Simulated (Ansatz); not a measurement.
Start of a relaxation, (111) slab as cut from the bulk (TaC, Fm-3m (No. 225), (1 1 1) face):

```
CELL_PARAMETERS angstrom
3.15505 0.00000 0.00000
-1.57752 2.73235 0.00000
0.00000 0.00000 25.30434
ATOMIC_POSITIONS crystal
Ta 0.66667 0.33333 0.29639
C 0.00000 0.00000 0.34729
Ta 0.33333 0.66667 0.39820
C 0.66667 0.33333 0.44910
Ta 0.00000 0.00000 0.50000
C 0.33333 0.66667 0.55090
Ta 0.66667 0.33333 0.60180
C 0.00000 0.00000 0.65271
Ta 0.33333 0.66667 0.70361
```

Method: Ansatz 0.2.0, DFT r2SCAN, scalar-relativistic, plane waves, PAW. Cutoff 500 eV; k points 12×12×1 on the computed 9-atom cell (Γ-centred); Gaussian smearing, width 0.10 eV; no spin polarisation. A dipole correction removes the field between periodic images along c.

All atoms are free. The cell is fixed. Force threshold 0.02 eV/Å.

```json
{"step": "1", "E − E_final (eV)": "0.370", "largest force (eV/Å)": "1.918"}
{"step": "2", "E − E_final (eV)": "0.180", "largest force (eV/Å)": "1.503"}
{"step": "3", "E − E_final (eV)": "0.019", "largest force (eV/Å)": "0.471"}
{"step": "4", "E − E_final (eV)": "0.001", "largest force (eV/Å)": "0.150"}
{"step": "5", "E − E_final (eV)": "0.001", "largest force (eV/Å)": "0.108"}
{"step": "6", "E − E_final (eV)": "0.000", "largest force (eV/Å)": "0.001"}
{"step": "7", "E − E_final (eV)": "0.000", "largest force (eV/Å)": "0.001"}
```

(1) What is the final structure?

Spin–orbit coupling is left out, which can shift energies with elements as heavy as these.

Answers

(1)
```xyz
9
Lattice="3.1550 0.0000 0.0000 -1.5775 2.7323 0.0000 0.0000 0.0000 25.3043" Properties=species:S:1:pos:R:3 pbc="T T T"
Ta    1.5775    0.9108    7.6365
C     0.0000    0.0000    8.7415
Ta    0.0000    1.8216   10.0636
C     1.5775    0.9108   11.3783
Ta    0.0000    0.0000   12.6522
C     0.0000    1.8216   13.9260
Ta    1.5775    0.9108   15.2408
C     0.0000    0.0000   16.5628
Ta    0.0000    1.8216   17.6679
```